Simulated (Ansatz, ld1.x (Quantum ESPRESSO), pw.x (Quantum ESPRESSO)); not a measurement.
# Ir (Z = 77): one change to the TM potential, in the atom and in the bcc crystal

iridium (Ir), norm-conserving Troullier–Martins (Kleinman–Bylander form), made with ld1.x (Quantum ESPRESSO) 7.5 (PBE, scalar-relativistic). Core [Xe] 4f14, reference 5d7 6s2 6p0. Waves: 6p (bound, empty): rc 3.70 bohr; 5d (bound): rc 2.30 bohr; 6s (bound): rc 2.50 bohr. Local part: the s channel. Core correction: Bessel-smoothed model core inside 1.55 bohr.

Change: core correction none.

Cutoffs, loose and tight: the cutoffs (Ry, on a coarse ladder) from which the occupation-weighted sum of valence levels, in a spherical-Bessel basis at the reference potential, stays within 10 and 1 mRy of its value at 400 Ry. They do not see the model core or the augmentation charge, which bear on the density cutoff. Test errors are all-electron minus pseudo excitation energies from the reference, over the configurations 5d7 6s1 6p0; 5d7 6s0 6p0; 5d6 6s0 6p0; 5d8 6s0 6p0; 5d7 6s0 6p2; 5d6 6s2 6p1; 5d6 6s2 6p0; variants that change the core or the reference have their own tests.

Crystal test: bcc Ir in pw.x 7.5, no spin, 15³ k-points, Fermi–Dirac smearing 0.01 Ry, cutoffs set for each file from its atomic test. The reference is all-electron LAPW (Ansatz 0.2.0) with the same functional, mesh and smearing; V0 and B0 come from Birch–Murnaghan fits to the pressures at five volumes. Errors are pseudo minus all-electron; Δ is the rms difference of the E(V) curves that follow from these fits, minima aligned, over ±6 % about the mean V0. Mesh and smearing are coarse, so the numbers serve the comparison and aren't converged zero-temperature values; the lattice is a test structure that the element need not adopt.

All-electron: a0 = 3.113 Å (V0 = 15.09 Å³/atom), B0 = 303.1 GPa.

**Question.** Does the change bring the crystal closer to the all-electron result?

**Answer.** The mean pressure error goes from +12.55 to +13.38 GPa, a small move against the size of the error.

| quantity | base | changed |
| --- | --- | --- |
| outcome (atom) | generated | generated |
| cutoff, loose (atom) | 35 Ry | 35 Ry |
| cutoff, tight (atom) | 40 Ry | 40 Ry |
| bound ghosts (atom) | none | none |
| largest test error (meV) (atom) | -169 | -70 |
| cutoffs in pw.x (Ry) | 50/200 | 50/200 |
| a0 (Å) | 3.153 | 3.156 |
| a0 error (%) | +1.29 | +1.37 |
| B0 error (%) | -1.7 | -1.7 |
| Δ (meV/atom) | 39.2 | 41.6 |
| mean pressure error (GPa) | +12.55 | +13.38 |

Base: The largest radius (3.70 bohr) exceeds half the bond length (2.55 bohr), so the spheres overlap, which is one possible source of error among others. This is a poor potential for the solid. Changed file: The largest radius (3.70 bohr) exceeds half the bond length (2.55 bohr), so the spheres overlap, which is one possible source of error among others. This is a poor potential for the solid. The atomic cutoffs weigh occupied waves only.
